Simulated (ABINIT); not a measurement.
Input of an ABINIT 10.8.3 (patched build) run:

The input run.abi:

```
# Datasets
ndtset 3

# Pseudopotentials
pp_dirpath "./"
pseudos "Te.upf"

# Structure
acell 4.454 4.454 5.924 Angstrom
rprim
     1.0000000000     0.0000000000     0.0000000000
    -0.5000000000     0.8660254038     0.0000000000
     0.0000000000     0.0000000000     1.0000000000
ntypat 1
znucl 52
natom 3
typat 1 1 1
xred
   0.7310000000   0.7310000000            0.0
            0.0   0.2690000000            2/3
   0.2690000000            0.0            1/3

# Plane-wave basis
ecut 35.0

# k points
kptopt 1
ngkpt 4 4 3
nshiftk 1
shiftk 0.0 0.0 0.0
istwfk *1

# Exchange and correlation
ixc 11

# Bands and occupations
occopt 1

# SCF cycle
nstep 80
diemac 6.0

# Output
iomode 3
prteig 0
prtebands 0

# Dataset 1: ground state
nband1 24
tolvrs1 1.0e-12
prtden1 1
prtwf1 0

# Dataset 2: empty bands at fixed density
iscf2 -2
getden2 1
nband2 36
nbdbuf2 4
tolwfr2 1.0e-12
nstep2 120
prtden2 0

# Dataset 3: self-energy
optdriver3 4
getwfk3 2
nband3 32
ecutsigx3 35.0
ecutwfn3 35.0
symsigma3 1
gwcalctyp3 15
ixc_sigma3 42
getden3 1
fftgw3 01
gw_qprange3 -28
```

Potentials or basis: PseudoDojo NC SR PBE v0.4.1 standard.

Command:

```console
$ abinit run.abi > log 2>&1
```

(1) What does it give for the band gap of the one-shot hybrid?

(2) What does it give for the direct band gap of the one-shot hybrid?

(3) What does it give for the band gap on the k mesh?

Results:

(1) 2.20 eV.

(2) 2.38 eV.

(3) 0.79 eV, indirect (least direct gap 1.00 eV).

Caveat: spin-orbit coupling is left out, which moves the levels of the heavy elements; an odd mesh through Γ misses points on the zone boundary, where band edges often lie.
